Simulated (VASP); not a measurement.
# Sn (Immm) in VASP: a series of runs, part 3 of 4

VASP 6.6.1. Earlier steps stand in the parts before.

## 6. Equation of state, PBE, 28.10 Å³/atom (volume scaled by 0.98)

The input, INCAR:

```
PREC = Accurate
ENCUT = 520
EDIFF = 1E-7
ISMEAR = -1
SIGMA = 0.05
LREAL = F
LASPH = T
NELM = 80
ALGO = Normal
ISIF = 2
LWAVE = F
LCHARG = F
GGA = PE
NBANDS = 13
```

The input, KPOINTS:

```
Automatic mesh
0
Gamma
  11 11 11
```

The input, POSCAR:

```
Sn
1.0
   -1.7149511408      1.7636302181      2.3226479567
    1.7149511408     -1.7636302181      2.3226479567
    1.7149511408      1.7636302181     -2.3226479567
Sn
1
Direct
    0.0000000000      0.0000000000      0.0000000000
```

Potentials or basis: VASP PAW PBE potentials, release 64 (Sn_d).

Command:

```
cat potpaw_PBE.64/Sn_d/POTCAR > POTCAR
mpirun -np 1 vasp_std > vasp.out
```

Run time: 41 s. Hardware: 1 thread of AMD EPYC 9R45 (Zen 5), shared host; peak memory 0.18 GiB.

It converged, with:

- Free energy: -3.7900 eV
- Pressure: -0.2 GPa
- Band gap on the k mesh: none (metal or under the smearing width)

## 7. Equation of state, PBE, 29.25 Å³/atom (volume scaled by 1.02)

The input, INCAR:

```
PREC = Accurate ; ENCUT = 520
EDIFF = 1E-7 ; ISMEAR = -1
SIGMA = 0.05 ; LREAL = False
LASPH = True ; NELM = 60
ALGO = Normal ; ISIF = 2
LWAVE = False ; LCHARG = False
GGA = PE ; NBANDS = 13
```

The input, KPOINTS:

```
regular mesh
0
Gamma
  11 11 11
```

The input, POSCAR:

```
Sn
1.0
   -1.7379733663      1.7873059321      2.3538281599
    1.7379733663     -1.7873059321      2.3538281599
    1.7379733663      1.7873059321     -2.3538281599
Sn
1
Direct
    0.0000000000      0.0000000000      0.0000000000
```

Command:

```
cat potpaw_PBE.64/Sn_d/POTCAR > POTCAR
mpirun -np 1 vasp_std > vasp.out
```

Wall time 48 s (1 thread of AMD EPYC 9R45 (Zen 5), shared host); peak memory 0.17 GiB.

It converged, with:

```yaml
Free_energy: -3.7828 eV
Pressure: -1.9 GPa
Band_gap_on_the_k_mesh: none (metal or under the smearing width)
```

## 8. Equation of state, PBE, 29.82 Å³/atom (volume scaled by 1.04)

The input, INCAR:

```
PREC = Accurate ; ENCUT = 520
EDIFF = 1E-7 ; ISMEAR = -1
SIGMA = 0.05 ; LREAL = F
LASPH = T ; NELM = 60
ALGO = Normal ; ISIF = 2
LWAVE = F ; LCHARG = F
GGA = PE ; NBANDS = 13
```

KPOINTS is that of step 7.

The input, POSCAR:

```
Sn
1.0
   -1.7492592239      1.7989121400      2.3691131866
    1.7492592239     -1.7989121400      2.3691131866
    1.7492592239      1.7989121400     -2.3691131866
Sn
1
Direct
    0.0000000000      0.0000000000      0.0000000000
```

Command:

```
cat potpaw_PBE.64/Sn_d/POTCAR > POTCAR
mpirun -np 1 vasp_std > vasp.out
```

It took 47 s on 1 thread of AMD EPYC 9R45 (Zen 5), shared host; peak memory 0.18 GiB.

It converged, with:

```
Free energy            : -3.7749 eV
Pressure               : -2.6 GPa
Band gap on the k mesh : none (metal or under the smearing width)
```

## 9. Equation of state, PBE, 30.39 Å³/atom (volume scaled by 1.06)

The input, INCAR:

```
PREC = Accurate
ENCUT = 520
EDIFF = 1E-7
ISMEAR = -1
SIGMA = 0.05
LREAL = F
LASPH = T
NELM = 100
ALGO = Normal
ISIF = 2
LWAVE = F
LCHARG = F
GGA = PE
NBANDS = 13
```

The input, KPOINTS:

```
Automatic mesh
0
Gamma
  11 11 11
```

The input, POSCAR:

```
Sn
1.0
   -1.7604013028      1.8103704880      2.3842034864
    1.7604013028     -1.8103704880      2.3842034864
    1.7604013028      1.8103704880     -2.3842034864
Sn
1
Direct
    0.0000000000      0.0000000000      0.0000000000
```

Potentials or basis: VASP PAW PBE potentials, release 64 (Sn_d).

Command:

```
cat potpaw_PBE.64/Sn_d/POTCAR > POTCAR
mpirun -np 1 vasp_std > vasp.out
```

Wall time 44 s (1 thread of AMD EPYC 9R45 (Zen 5), shared host); peak memory 0.18 GiB.

The run converged. Its results:

| Property | Result |
| --- | --- |
| Free energy | -3.7645 eV |
| Pressure | -3.3 GPa |
| Band gap on the k mesh | none (metal or under the smearing width) |

## 10. Equation of state, PBE

Potentials or basis: VASP PAW PBE potentials, release 64 (Sn_d).

This step only gathers the single runs of the series.

What came out:

- Equilibrium volume: 28.04 Å³/atom
- Bulk modulus at fixed shape and positions: 48 GPa
- Pressure derivative of the bulk modulus: 4.7

Energy against volume, from the lowest point:
```tsv
volume (Å³/atom)	energy (meV/atom)
26.953	6.83
27.526	1.45
28.100	0.00
28.673	2.05
29.247	7.22
29.820	15.14
30.394	25.53
```

Caveat: the cell was scaled at fixed shape and fractional positions, which overstates the stiffness of a crystal with free parameters, most of all of layers and chains.

## 11. Single point, PBEsol

The input, INCAR:

```
PREC = Accurate
ENCUT = 520
EDIFF = 1E-7
ISMEAR = -1
SIGMA = 0.05
LREAL = False
LASPH = True
NELM = 80
ALGO = Normal
ISIF = 2
LWAVE = False
LCHARG = False
GGA = PS
NBANDS = 13
```

KPOINTS is that of step 9.

The input, POSCAR:

```
Sn
1.0
   -1.7265390000      1.7755470000      2.3383420000
    1.7265390000     -1.7755470000      2.3383420000
    1.7265390000      1.7755470000     -2.3383420000
Sn
1
Direct
    0.0000000000      0.0000000000      0.0000000000
```

Potentials or basis: VASP PAW PBE potentials, release 64 (Sn_d).

Command:

```
cat potpaw_PBE.64/Sn_d/POTCAR > POTCAR
mpirun -np 1 vasp_std > vasp.out
```

OUTCAR:

```text
PREC = Accurate
   ENCUT = 520
   EDIFF = 1E-7
   ISMEAR = -1
   LREAL = False
   LASPH = True
   NELM = 80
   ISIF = 2
   GGA = PS

 ion  position               nearest neighbor table
   1  0.000  0.000  0.000-

  LATTYP: Found a body centered orthorhombic cell.
 ALAT       =     3.4530780000
 B/A-ratio  =     1.0283851103
 C/A-ratio  =     1.3543522620

  Lattice vectors:

 A1 = (  -1.7265390000,   1.7755470000,   2.3383420000)
 A2 = (   1.7265390000,  -1.7755470000,   2.3383420000)
 A3 = (   1.7265390000,   1.7755470000,  -2.3383420000)

Analysis of symmetry for initial positions (statically):
=====================================================================
 Subroutine PRICEL returns:
 Original cell was already a primitive cell.

 Routine SETGRP: Setting up the symmetry group for a
 body centered orthorhombic supercell.

 Subroutine GETGRP returns: Found  8 space group operations
 (whereof  8 operations were pure point group operations)
 out of a pool of  8 trial point group operations.

The static configuration has the point symmetry D_2h.

Analysis of symmetry for dynamics (positions and initial velocities):
=====================================================================
 Subroutine PRICEL returns:
 Original cell was already a primitive cell.

 Routine SETGRP: Setting up the symmetry group for a
 body centered orthorhombic supercell.

 Subroutine GETGRP returns: Found  8 space group operations
 (whereof  8 operations were pure point group operations)
 out of a pool of  8 trial point group operations.

The dynamic configuration has the point symmetry D_2h.

 Subroutine INISYM returns: Found  8 space group operations
 (whereof  8 operations are pure point group operations),
 and found     1 'primitive' translations

----------------------------------------------------------------------------------------

                                     Primitive cell

  volume of cell :      28.6732

  direct lattice vectors                    reciprocal lattice vectors
    -1.726539000  1.775547000  2.338342000     0.000000000  0.281603359  0.213826720
     1.726539000 -1.775547000  2.338342000     0.289596702  0.000000000  0.213826720
     1.726539000  1.775547000 -2.338342000     0.289596702  0.281603359  0.000000000

  length of vectors
     3.406075069  3.406075069  3.406075069     0.353584952  0.359983494  0.403938983

  position of ions in fractional coordinates (direct lattice)
     0.000000000  0.000000000  0.000000000

  ion indices of the primitive-cell ions
   primitive index   ion index
                 1           1

----------------------------------------------------------------------------------------

 KPOINTS: Automatic mesh

Automatic generation of k-mesh.
 Grid dimensions read from file:
 generate k-points for:   11   11   11

 Generating k-lattice:

  Cartesian coordinates                     Fractional coordinates (reciprocal lattice)
     0.000000000  0.025600305  0.019438793     0.090909091  0.000000000 -0.000000000
     0.026326973  0.000000000  0.019438793     0.000000000  0.090909091  0.000000000
     0.026326973  0.025600305  0.000000000    -0.000000000  0.000000000  0.090909091

  Length of vectors
     0.032144087  0.032725772  0.036721726

  Shift w.r.t. Gamma in fractional coordinates (k-lattice)
     0.000000000  0.000000000  0.000000000

 Subroutine IBZKPT returns following result:
 ===========================================

 Found    216 irreducible k-points:

 Following reciprocal coordinates:
            Coordinates               Weight
  0.000000  0.000000  0.000000      1.000000
  0.090909  0.000000  0.000000      4.000000
  0.181818 -0.000000  0.000000      4.000000
  0.272727  0.000000  0.000000      4.000000
  0.363636 -0.000000  0.000000      4.000000
  0.454545  0.000000  0.000000      4.000000
[... 16 lines left out ...]
  0.454545  0.181818  0.000000      8.000000
 -0.454545  0.181818  0.000000      8.000000
 [... further k-points ...]
   k-points           NKPTS =    216   k-points in BZ     NKDIM =    216   number of bands    NBANDS=     13
   number of dos      NEDOS =    301   number of ions     NIONS =      1
   total plane-waves  NPLWV =  21952
   dimension x,y,z NGX =    28 NGY =   28 NGZ =   28
   dimension x,y,z NGXF=    56 NGYF=   56 NGZF=   56
   ions per type =               1
   NGX,Y,Z   is equivalent  to a cutoff of  13.67, 13.67, 13.67 a.u.
   NGXF,Y,Z  is equivalent  to a cutoff of  27.33, 27.33, 27.33 a.u.
 SYSTEM =  unknown system
   PREC   = accura    normal or accurate (medium, high low for compatibility)
   ISTART =      0    job   : 0-new  1-cont  2-samecut
   ICHARG =      2    charge: 1-file 2-atom 10-const
   ISPIN  =      1    spin polarized calculation?
   LNONCOLLINEAR =      F non collinear calculations
   LSORBIT =      F    spin-orbit coupling
   LASPH  =      T    aspherical Exc in radial PAW
   ENCUT  =  520.0 eV  38.22 Ry    6.18 a.u.   6.33  6.33  6.33*2*pi/ulx,y,z
   NELM   =     80;   NELMIN=  2; NELMDL= -5     # of ELM steps
   EDIFF  = 0.1E-06   stopping-criterion for ELM
   LREAL  =      F    real-space projection
   EDIFFG = 0.1E-05   stopping-criterion for IOM
   NSW    =      0    number of steps for IOM
   IBRION =     -1    ionic relax: 0-MD 1-quasi-New 2-CG
   NFREE  =      0    steps in history (QN), initial steepest desc. (CG)
   ISIF   =      2    stress and relaxation
   ISYM   =      2    0-nonsym 1-usesym 2-fastsym
   POTIM  = 0.5000    time-step for ionic-motion
   TEBEG  =    0.0;   TEEND  =   0.0 temperature during run
   PSTRESS=    0.0 pullay stress
   NELECT =      14.0000    total number of electrons
   NUPDOWN=      -1.0000    fix difference up-down
   EMIN   =  10.00;   EMAX   =-10.00  energy-range for DOS
   EFERMI =   0.00;   METHOD = LEGACY
   ISMEAR =    -1;   SIGMA  =   0.05  broadening in eV -4-tet -1-fermi 0-gaus
   EFERMI_NEDOS =   21; number of points for ismear=-14 and -15
   IALGO  =     38    algorithm
   IMIX   =      4    mixing-type and parameters
     AMIX     =   0.40;   BMIX     =  1.00
     AMIX_MAG =   1.60;   BMIX_MAG =  1.00
  volume/ion in A,a.u.               =      28.67       193.50
  Fermi-wavevector in a.u.,A,eV,Ry     =   1.289116  2.436076 22.610433  1.661820
  Thomas-Fermi vector in A             =   2.421028
   LORBIT       =      0    0 simple, 1 ext, 2 COOP (PROOUT), +10 PAW based schemes
   GGA     = PS    functional components
   LHFCALC =     F    Hartree Fock is set to
   AEXX    =    0.0000 exact exchange contribution
   IVDW    =     0    specifies the selected vdW correction
   LEPSILON=     F    determine dielectric tensor
   LRPA    =     F    only Hartree local field effects (RPA)
 non-spin polarized calculation
  energy-cutoff  :      520.00
  volume of cell :       28.67
 maximum number of plane-waves:       788
 NGX is ok and might be reduce to    28
   NGX = 13   NGY = 13   NGZ = 13

 number of electron      13.9999998 magnetization

 Free energy of the ion-electron system (eV)
  ---------------------------------------------------
  ext. energy  EPLUGINS =         0.00000000
  ---------------------------------------------------
  free energy    TOTEN  =        -4.21292138 eV

  energy without entropy =       -4.20940883  energy(sigma->0) =       -4.21116511

 E-fermi :   7.3483     XC(G=0): -10.2530

 val. band max:        7.3378178811   @ k =   0.1818   0.1818   0.1818
 cond. band min:       7.3622565392   @ k =  -0.1818   0.3636   0.0000
 fundamental gap:      0.0244386580
 Fermi energy:         7.3483373563

 k-point     1 :       0.0000    0.0000    0.0000
  band No.  band energies     occupation
      1     -14.0943      2.00000
      2     -14.0789      2.00000
      3     -14.0601      2.00000
      4     -14.0307      2.00000
      5     -13.9943      2.00000
      6      -3.4226      2.00000
      7      14.3654      0.00000
      8      14.5115      0.00000
      9      14.9129      0.00000
     10      17.9757      0.00000
     11      18.4903      0.00000
     12      18.9894      0.00000
     13      19.1573      0.00000
[... 353 lines left out ...]
 k-point    24 :      -0.4545    0.1818    0.0000
  band No.  band energies     occupation
      1     -14.0943      2.00000
      2     -14.0546      2.00000
      3     -14.0267      2.00000
      4     -13.9879      2.00000
      5     -13.9486      2.00000
      6      -0.0435      2.00000
      7       5.0768      2.00000
      8       9.8162      0.00000
      9      11.4978      0.00000
     10      14.7323      0.00000
     11      19.7596      0.00000
     12      20.8061      0.00000
     13      22.1937      0.00000

 [... further k-points ...]

------------------------ aborting loop because EDIFF is reached ----------------------------------------

  FORCE on cell =-STRESS in cart. coord.  units (eV):
  Direction    XX          YY          ZZ          XY          YZ          ZX
  --------------------------------------------------------------------------------------
  -------------------------------------------------------------------------------------
  Total       -0.5443072     -0.8357975     -0.5923226     -0.0000000      0.0000000      0.0000000
  in kB      -30.4143169    -46.7019557    -33.0972807     -0.0000000      0.0000000      0.0000000
  external PRESSURE =     -36.7378511 kB  Pullay stress =       0.0000000 kB

 VOLUME and BASIS-vectors are now :
 -----------------------------------------------------------------------------
  energy-cutoff  :      520.00
  volume of cell :       28.67
      direct lattice vectors                 reciprocal lattice vectors
    -1.726539000  1.775547000  2.338342000     0.000000000  0.281603359  0.213826720
     1.726539000 -1.775547000  2.338342000     0.289596702  0.000000000  0.213826720
     1.726539000  1.775547000 -2.338342000     0.289596702  0.281603359  0.000000000

 POSITION                                       TOTAL-FORCE (eV/Angst)
 -----------------------------------------------------------------------------------
      0.00000      0.00000      0.00000         0.000000     -0.000000      0.000000
 -----------------------------------------------------------------------------------
    total drift:                               -0.000000     -0.000000     -0.000000

  FREE ENERGIE OF THE ION-ELECTRON SYSTEM (eV)
  ---------------------------------------------------
  free  energy   TOTEN  =        -4.2129213806 eV

  energy  without entropy=       -4.2094088307  energy(sigma->0) =       -4.21116511
```

Run time: 55 s. Hardware: 1 thread of Intel Xeon Platinum 8259CL at 2.50GHz (Skylake/Cascade Lake), shared host; peak memory 0.21 GiB.

What came out:

```yaml
Free_energy: -4.2129 eV
Pressure: -3.7 GPa
Band_gap_on_the_k_mesh: none (metal or under the smearing width)
```

Stress tensor (GPa, compression positive):
```
-3.04  0.00  0.00
 0.00 -4.67  0.00
 0.00  0.00 -3.31
```

Caveat: the PAW data sets were made with another functional, which shifts forces and pressure a little.

## 12. Equation of state, PBEsol, 26.95 Å³/atom (volume scaled by 0.94)

INCAR is that of step 11.

KPOINTS is that of step 11.

The input, POSCAR:

```
Sn
1.0
   -1.6912936206      1.7393011766      2.2906073406
    1.6912936206     -1.7393011766      2.2906073406
    1.6912936206      1.7393011766     -2.2906073406
Sn
1
Direct
    0.0000000000      0.0000000000      0.0000000000
```

Potentials or basis: VASP PAW PBE potentials, release 64 (Sn_d).

Command:

```
cat potpaw_PBE.64/Sn_d/POTCAR > POTCAR
mpirun -np 1 vasp_std > vasp.out
```

Wall time 55 s (1 thread of Intel Xeon Platinum 8259CL at 2.50GHz (Skylake/Cascade Lake), shared host); peak memory 0.21 GiB.

Results (log left out):

```
Free energy            : -4.2373 eV
Pressure               : -0.9 GPa
Band gap on the k mesh : none (metal or under the smearing width)
```

Caveat: the PAW data sets were made with another functional, which shifts forces and pressure a little.

## 13. Equation of state, PBEsol, 27.53 Å³/atom (volume scaled by 0.96)

INCAR is that of step 12.

KPOINTS is that of step 12.

The input, POSCAR:

```
Sn
1.0
   -1.7032045314      1.7515501800      2.3067389097
    1.7032045314     -1.7515501800      2.3067389097
    1.7032045314      1.7515501800     -2.3067389097
Sn
1
Direct
    0.0000000000      0.0000000000      0.0000000000
```

Command:

```
cat potpaw_PBE.64/Sn_d/POTCAR > POTCAR
mpirun -np 1 vasp_std > vasp.out
```

Run time: 56 s. Hardware: 1 thread of Intel Xeon Platinum 8259CL at 2.50GHz (Skylake/Cascade Lake), shared host; peak memory 0.2 GiB.

It converged, with:

```
Free energy            : -4.2326 eV
Pressure               : -1.9 GPa
Band gap on the k mesh : none (metal or under the smearing width)
```

Caveat: the PAW data sets were made with another functional, which shifts forces and pressure a little.

## 14. Equation of state, PBEsol, 28.10 Å³/atom (volume scaled by 0.98)

INCAR is that of step 13.

KPOINTS is that of step 13.

The input, POSCAR:

```
Sn
1.0
   -1.7149511408      1.7636302181      2.3226479567
    1.7149511408     -1.7636302181      2.3226479567
    1.7149511408      1.7636302181     -2.3226479567
Sn
1
Direct
    0.0000000000      0.0000000000      0.0000000000
```

Command:

```
cat potpaw_PBE.64/Sn_d/POTCAR > POTCAR
mpirun -np 1 vasp_std > vasp.out
```

Wall time 62 s (1 thread of Intel Xeon Platinum 8259CL at 2.50GHz (Skylake/Cascade Lake), shared host); peak memory 0.21 GiB.

Results (log left out):

| Item | Value |
| --- | --- |
| Free energy | -4.2243 eV |
| Pressure | -2.9 GPa |
| Band gap on the k mesh | none (metal or under the smearing width) |

Caveat: the PAW data sets were made with another functional, which shifts forces and pressure a little.

## 15. Equation of state, PBEsol, 29.25 Å³/atom (volume scaled by 1.02)

INCAR is that of step 14.

KPOINTS is that of step 14.

The input, POSCAR:

```
Sn
1.0
   -1.7379733663      1.7873059321      2.3538281599
    1.7379733663     -1.7873059321      2.3538281599
    1.7379733663      1.7873059321     -2.3538281599
Sn
1
Direct
    0.0000000000      0.0000000000      0.0000000000
```

Potentials or basis: VASP PAW PBE potentials, release 64 (Sn_d).

Command:

```
cat potpaw_PBE.64/Sn_d/POTCAR > POTCAR
mpirun -np 1 vasp_std > vasp.out
```

Run time: 55 s. Hardware: 1 thread of Intel Xeon Platinum 8259CL at 2.50GHz (Skylake/Cascade Lake), shared host; peak memory 0.21 GiB.

Results (log left out):

```
Free energy            : -4.1987 eV
Pressure               : -4.4 GPa
Band gap on the k mesh : none (metal or under the smearing width)
```

Caveat: the PAW data sets were made with another functional, which shifts forces and pressure a little.

## 16. Equation of state, PBEsol, 29.82 Å³/atom (volume scaled by 1.04)

INCAR is that of step 15.

KPOINTS is that of step 15.

The input, POSCAR:

```
Sn
1.0
   -1.7492592239      1.7989121400      2.3691131866
    1.7492592239     -1.7989121400      2.3691131866
    1.7492592239      1.7989121400     -2.3691131866
Sn
1
Direct
    0.0000000000      0.0000000000      0.0000000000
```

Command:

```
cat potpaw_PBE.64/Sn_d/POTCAR > POTCAR
mpirun -np 1 vasp_std > vasp.out
```

Wall time 60 s (1 thread of Intel Xeon Platinum 8259CL at 2.50GHz (Skylake/Cascade Lake), shared host); peak memory 0.21 GiB.

Results (log left out):

```yaml
Free_energy: -4.1821 eV
Pressure: -5.0 GPa
Band_gap_on_the_k_mesh: none (metal or under the smearing width)
```

Caveat: the PAW data sets were made with another functional, which shifts forces and pressure a little.

## 17. Equation of state, PBEsol, 30.39 Å³/atom (volume scaled by 1.06)

INCAR is that of step 16.

KPOINTS is that of step 16.

The input, POSCAR:

```
Sn
1.0
   -1.7604013028      1.8103704880      2.3842034864
    1.7604013028     -1.8103704880      2.3842034864
    1.7604013028      1.8103704880     -2.3842034864
Sn
1
Direct
    0.0000000000      0.0000000000      0.0000000000
```

Command:

```
cat potpaw_PBE.64/Sn_d/POTCAR > POTCAR
mpirun -np 1 vasp_std > vasp.out
```

Run time: 57 s. Hardware: 1 thread of Intel Xeon Platinum 8259CL at 2.50GHz (Skylake/Cascade Lake), shared host; peak memory 0.21 GiB.

It converged, with:

```
Free energy            : -4.1632 eV
Pressure               : -5.6 GPa
Band gap on the k mesh : none (metal or under the smearing width)
```

Caveat: the PAW data sets were made with another functional, which shifts forces and pressure a little.

(Part 3 of 4 ends here.)
